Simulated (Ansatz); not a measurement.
## Au under changes of volume

One of the cells (16.855 Å³/atom); the others are scaled copies at fixed shape and fractional positions:

```xyz
1
Lattice="0.0000 2.0350 2.0350 2.0350 0.0000 2.0350 2.0350 2.0350 0.0000" Properties=species:S:1:pos:R:3 pbc="T T T"
Au    0.0000    0.0000    0.0000
```

```yaml
Program: Ansatz 0.2.0
Functional: r2SCAN
Potentials_or_basis: Ansatz PAW
Cutoff: "500 eV (not typed: the program's choice for these potentials)"
k_mesh: 11 × 11 × 11
Occupations: gaussian, width 0.05 eV
Spin: no spin polarisation
Hubbard_terms: Au d U = 4.5 eV
```

| volume (Å³/atom) | energy over the lowest point (meV/atom) | pressure (GPa) |
| --- | --- | --- |
| 15.843 | 99.01 | 21.1 |
| 16.181 | ? | ? |
| 16.518 | 32.33 | 11.0 |
| 16.855 | 13.68 | 6.8 |
| 17.192 | 3.24 | 3.2 |
| 17.529 | 0.00 | 0.0 |
| 17.866 | 3.10 | -2.8 |

Problem. What does the run at 16.181 Å³/atom give?

Solution. Energy over the lowest point 60.35 meV/atom; pressure 15.7 GPa.

Worked out: A Birch-Murnaghan fit of order 3 (a polynomial in V^(-2/3)) to the other rows has its minimum at 17.53 Å³/atom with B0 = V·E''(V) = 157 GPa and B' = 5.7. It gives 60.30 meV/atom at 16.181 Å³/atom, against the run's 60.35, and -dE/dV = 15.7 GPa, against 15.7.

Energies are extrapolated to zero smearing.

Caveats: U without spin polarisation on a metal has little footing; the PAW data sets come from PBE, with cores solved anew for the run's functional, which leaves a small shift of forces and pressure; the U is typed as a test and isn't derived for this compound.
